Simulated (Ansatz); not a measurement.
We consider α-phase Li3N, described by G0W0@PBEsol (hard PAW, contour deformation; Ansatz, an electronic-structure program).

The cell has the measured lattice parameters. Conventional cell: a = 3.6520 Å, b = 3.6520 Å, c = 3.8660 Å, α = 90.00°, β = 90.00°, γ = 120.00°.

One run with a 12×12×8 mesh, response cutoff 100 eV and 186 empty bands, not extrapolated in mesh or basis; no spin–orbit coupling.

Highest filled and lowest empty level by k point (fractions of the reciprocal vectors of the cell (-1.826 -3.163 0.000) (-1.826 3.163 0.000) (0.000 0.000 -3.866) Å; eV from the valence maximum of each method):

| k | PBEsol filled | PBEsol empty | QP filled | QP empty |
|---|---|---|---|---|
| 0 0 0 | -0.21 | 1.03 | -0.22 | 1.68 |
| 0 0 0.25 | -0.11 | 2.44 | -0.11 | 3.28 |
| 0 0.0833 -0.5 | -0.08 | 3.80 | [?] | [?] |
| 0.0833 0.167 0 | -0.71 | 2.21 | [?] | [?] |
| 0.0833 0.167 0.25 | -0.58 | 2.75 | -0.60 | 3.62 |
| 0.0833 0.333 0.25 | -0.89 | 2.73 | -0.89 | 3.55 |
| 0.167 0.25 0 | -0.90 | 3.37 | -0.82 | 4.17 |
| 0.167 0.333 0 | -0.76 | 4.06 | -0.67 | 4.85 |

Problem. Estimate the withheld levels to about 0.1 eV.

Solution. 
- 0 0.0833 -0.5, QP filled: -0.08
- 0 0.0833 -0.5, QP empty: 4.73
- 0.0833 0.167 0, QP filled: -0.74
- 0.0833 0.167 0, QP empty: 2.98

Note: cell and atoms aren't relaxed at this level.
